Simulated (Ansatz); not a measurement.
Stackings of close-packed layers of HfN (capitals for Hf, lower case for the other element), each relaxed to a stress under 0.05 GPa; energies count from the stacking AcBaCb (Fm-3m).

The calculation used DFT PBE, scalar-relativistic, plane waves, PAW (Ansatz).

Cutoff 420 eV, Gaussian smearing of 0.10 eV, energies at zero smearing, symmetry of each start kept, no spin polarisation.

```
       start atoms k mesh excess energy (meV/atom) excess energy on a denser mesh (meV/atom) spacing of like layers (Å) a (Å) denser mesh
        AbAc      4  12×12×9                     347.7                                      347.5                       2.846  3.150     21×21×18
        AcBc      4  12×12×9                      24.5                                       22.7                       2.728  3.158     21×21×18
    AcBcAbCb      8  12×12×5                     -20.6                                      -21.1                       2.682  3.185     21×21×10
AcBaCbAbCaBc     12  12×12×3                       3.1                                        0.8                       2.670  3.192      21×21×6
  AcBcAcBaCb     10  12×12×4                       7.3                                          -                       2.675  3.189            -
```

Zero in every row: gap on the mesh (eV).

Spin-orbit coupling is left out, which matters for the bands of heavy elements. Spin polarisation was left out, and a magnetic state may lie lower.

Small energy differences in metals hang on the k mesh (about 10 mJ/m² or 1 to 2 meV/atom on the mesh of the relaxation).

Cost: 5 runs of about 22 core-minutes in all, on Arm Neoverse V1 (shared hosts).